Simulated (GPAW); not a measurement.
Runs of GPAW 26.7.0 on Sb. Symmetry: R-3m, No. 166, trigonal system. The conventional cell has a = 4.308 Å, b = 4.308 Å, c = 11.274 Å, α = 90.00°, β = 90.00°, γ = 120.00°. Sb (site symmetry 3m) has 3 Sb at 2.91 Å as nearest neighbours. 

```csv
task,level,potentials or basis,spin,cell,band path,band points,spin axis theta (degrees),spin axis phi (degrees),optimizer,gap on the mesh (eV),pressure (GPa),largest force (eV/Å)
band structure,MS2,"GPAW PAW data sets (gpaw-data 1.2.1), pw","SOC, no magnetisation",as given,"GLB1,BZGX,QFP1Z,LP",100,90,0,-,0.27,(b),0.01
band structure,SOGGA,"PAW data sets generated in the run's folder for this functional, pw","SOC, no magnetisation",as given,"GLB1,BZGX,QFP1Z,LP",60,54.7,45,-,0.27,(a),0.04
relaxation of cell and atoms,RPBE+D3(BJ),"the program's PAW data sets (release 1.2.1) made for this functional, pw",off,relaxed,-,-,-,-,LBFGS,none,0.0,-
relaxation of cell and atoms,PBEsol+D4,"PAW data sets generated in the run's folder for this functional, pw",off,relaxed to 1 GPa,-,-,-,-,BFGS,0.34,0.9,0.01
```

Alike in all rows: k mesh 5 × 5 × 5; cutoff (eV) 600; smearing fermi-dirac 0.05 eV.

**Question.** Estimate the missing entries.

**Answer.** (a) -0.4; (b) -0.7.

Caveats: spin-orbit coupling was added after a scalar SCF, so levels and gaps hold it while energy, forces, pressure and moments don't (some runs); this program's spin-orbit splittings come out too wide for heavy elements (some runs); the mesh misses the band edges, which the band path finds closer together (some runs); later steps reuse the first step's grids (some runs); the PAW data sets were made with another functional, which shifts forces and pressure a little (some runs).

A k mesh can miss the band edges, and rows without SOC leave out spin-orbit coupling on Sb.

A gap of «none» marks a metal or a gap under the smearing width.

Runs at the PBE level aren't shown here.
